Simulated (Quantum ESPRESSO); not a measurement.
Crystal: Be.

```xyz
2
Lattice="2.2853 0.0000 0.0000 -1.1426 1.9791 0.0000 0.0000 0.0000 3.5842" Properties=species:S:1:pos:R:3 pbc="T T T"
Be    1.1427    0.6597    2.6882
Be    0.0000    1.3194    0.8961
```

```yaml
Program: Quantum ESPRESSO 7.5
Task: single point
Functional: PBE
Potentials_or_basis: SSSP 1.3 efficiency PBE
Cutoff: 748 eV
Density_cutoff: 5987 eV
k_mesh: 13 × 13 × 8
Occupations: fermi-dirac, width 0.05 eV
Spin: no spin polarisation
```

On this cell: pressure -2.3 GPa; largest force under 0.003 eV/Å; band gap on the k mesh none (metal or under the smearing width).

The same run follows on a disturbed copy (atoms moved at random, drawn with an rms of 0.05 Å):

```xyz
2
Lattice="2.2853 0.0000 0.0000 -1.1426 1.9791 0.0000 0.0000 0.0000 3.5842" Properties=species:S:1:pos:R:3 pbc="T T T"
Be    1.1861    0.6698    2.6888
Be   -0.0251    1.2998    0.9267
```

Problem. What does the disturbed cell give?

Solution. The energy (extrapolated to zero smearing) moves by +6.8 meV/atom; pressure -2.1 GPa; largest force 0.363 eV/Å; band gap on the k mesh none (metal or under the smearing width).

Forces in eV/Å, atoms in the order of the input:
```
Be  -0.256 -0.118  0.229
Be   0.256  0.118 -0.229
```

Stress tensor (GPa, compression positive):
```
-1.30  1.41 -0.28
 1.41 -2.54 -0.13
-0.28 -0.13 -2.48
```
